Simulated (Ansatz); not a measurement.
InCuS₂ (chalcopyrite, space group No. 122) at seven volumes, PBEsol (plane waves, PAW; program Ansatz), shape and atoms relaxed at each. One row is withheld.

| V (Å³/atom) | P (GPa) |
|---|---|
| 18.882 | 9.03 |
| 19.505 | 5.48 |
| 20.127 | 2.50 |
| 20.750 | 0.00 |
| 21.372 | -2.10 |
| 21.995 | ? |
| 22.617 | -5.32 |

Problem. Fit the shown pressures and predict the withheld one.

Solution. Third-order Birch–Murnaghan: P = (3/2)B₀(x^(7/2) − x^(5/2))[1 + (3/4)(B′ − 4)(x − 1)] with x = (V₀/V)^(2/3). Least squares on the six rows gives V₀ = 20.750 Å³/atom, B₀ = 76.12 GPa, B′ = 4.85. At V = 21.995, x = 0.9619 and P = -3.85 GPa. The run itself gave -3.85 GPa.

Space group I-42d (chalcopyrite). The PBEsol relaxation kept the symmetry of its start. The run is not spin-polarised.

Potentials: the later of the program's two PAW sets.
